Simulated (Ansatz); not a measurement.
# Cu: the cost of one run

Program: Ansatz 0.2.0. Level of theory: DFT PBEsol, scalar-relativistic, plane waves, PAW. These are calculated values, not measurements.

2 further runs of the same task are left out: 2 set aside as unsound or not needed.

### Step 1. The starting structure

It takes space group I4/mmm (No. 139, tetragonal). Conventional cell: a = 2.888 Å, b = 2.888 Å, c = 2.725 Å, α = 90.00°, β = 90.00°, γ = 90.00°. Cu (site symmetry 4/mmm) is surrounded by 10 Cu at 2.46 to 2.73 Å.

Structure file:

```
Cu
1.0
    -1.44414    1.44414    1.36265
     1.44414   -1.44414    1.36265
     1.44414    1.44414   -1.36265
Cu
1
Direct
  0.00000 0.00000 0.00000
```

It goes back to an entry of the Materials Project, which need not be the stable form.

It is the result of an earlier relaxation at this level (volume 11.37 Å³/atom; gap on the mesh: none (metal)).

### Step 2. Phonons at rest

input.yaml

```yaml
crystal:
  lattice:
    - [-1.44413991, 1.44413991, 1.3626454446]
    - [1.44413991, -1.44413991, 1.3626454446]
    - [1.44413991, 1.44413991, -1.3626454446]
  atoms:
    - { symbol: Cu, position: [0.0, 0.0, 0.0] }
basis:
  ecutwfc: 420
kpoints:
  mp_grid: { grid: [24, 24, 24] }
hamiltonian:
  xc: pbesol
scf:
  occupations: { method: fermi_dirac, width: 0.15 }
output:
  eigenvalues: true
phonons:
  method: dfpt
  eigenvectors: true
  qmesh: [2, 2, 2]
  temperatures: { t_max: 1000, t_step: 100 }
  qpath:
    path:
      - [[0.0, 0.0, 0.0], [0.0, 0.0, 0.5], [-0.5, 0.5, 0.5], [0.0, 0.0, 0.0], [0.47258055, 0.47258055, -0.47258055]]
      - [[-0.47258055, 0.52741945, 0.47258055], [-0.5, 0.5, 0.5]]
      - [[0.0, 0.0, 0.5], [0.25, 0.25, 0.25], [0.0, 0.5, 0.0], [0.0, 0.0, 0.0]]
    npoints: 8
```

Started as:

```sh
$ ansatz run input.yaml --threads 1 --pin off --max-ram 3072MiB --backend cpu --events-out ev --progress --plain --runs-dir out
```

Q: Estimate wall time and peak memory on 1 thread of Intel Xeon Platinum 8488C (Sapphire Rapids), shared host.

About 5 min, with a peak of 1.9 GiB.
